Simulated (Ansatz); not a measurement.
# MgTe: levels at named points

An exercise on one series of results from a longer session: the logs are not shown, and one member is left open.

Method: DFT PBEsol, scalar-relativistic, plane waves, PAW, in Ansatz 0.2.0.

That is the level of the relaxation; later steps name their own.

**The structure to begin with**

It takes space group F-43m (No. 216, cubic). The conventional cell has a = 6.439 Å, b = 6.439 Å, c = 6.439 Å, α = 90.00°, β = 90.00°, γ = 90.00°. Around Mg (site symmetry -43m) lie 4 Te at 2.79 Å. Te (site symmetry -43m) has 4 Mg at 2.79 Å as nearest neighbours.

As a file:

```cif
data_structure
_symmetry_space_group_name_H-M 'F-43m'
_symmetry_Int_Tables_number 216
_cell_length_a 6.4389
_cell_length_b 6.4389
_cell_length_c 6.4389
_cell_angle_alpha 90.000
_cell_angle_beta 90.000
_cell_angle_gamma 90.000
_cell_volume 266.95
loop_
_atom_site_label
_atom_site_type_symbol
_atom_site_symmetry_multiplicity
_atom_site_Wyckoff_symbol
_atom_site_fract_x
_atom_site_fract_y
_atom_site_fract_z
_atom_site_occupancy
Mg1 Mg 4 a 0.00000 0.00000 0.00000 1
Te1 Te 4 d 0.25000 0.25000 0.75000 1
```

This cell was relaxed beforehand with the same method: volume 33.37 Å³/atom, gap on the mesh 2.35 eV.

The first run:

The input, input.yaml:

```yaml
crystal:
  lattice:
    - [0.0, 3.2194288244, 3.2194288244]
    - [3.2194288244, 0.0, 3.2194288244]
    - [3.2194288244, 3.2194288244, 0.0]
  atoms:
    - { symbol: Mg, position: [0.0, 0.0, 0.0] }
    - { symbol: Te, position: [0.25, 0.25, 0.25] }
basis:
  ecutwfc: 250
kpoints:
  mp_grid: { grid: [4, 4, 4] }
  band_path:
    path:
      - [0.0, 0.0, 0.0]
      - [-0.5, -0.5, 0.0]
      - [-0.375, -0.375, 0.25]
      - [-0.375, 0.0, 0.375]
      - [0.0, 0.0, 0.5]
      - [-0.5, -0.25, 0.25]
    npoints: 1
hamiltonian:
  xc: pbesol
scf:
  occupations: { method: gaussian, width: 0.02 }
  n_extra_bands: 4
output:
  forces: true
  stress: true
  eigenvalues: true
```

Started as:

```bash
$ ansatz run input.yaml --threads 2 --pin off --max-ram 5120MiB --backend cpu --events-out ev --progress --plain --runs-dir out
```

Among the steps run: The run at PBEsol, 250 eV and coarse mesh; Levels with LDA; The run at PBE0; The run at Hartree-Fock.

One table of the session follows, with a row left open; its other results are not shown here.

| level | gap (eV) | least direct gap (eV) |
| --- | --- | --- |
| PBEsol, 250 eV and coarse mesh | 2.32 | 2.32 |
| LDA | 2.23 | 2.23 |
| PBE0 | ? | ? |
| Hartree-Fock | 8.79 | 9.15 |

Estimate the missing values for PBE0.

The run gave: gap (eV): 4.00; least direct gap (eV): 4.00. In the column «gap (eV)» it lies between PBEsol, 250 eV and coarse mesh (2.32) and Hartree-Fock (8.79).

Gaps are by band count over the mesh and the named points; a gap of 0 means that the bands overlap or touch.

Limits of these values: Warnings in the runs' records: cutoff below recommended.
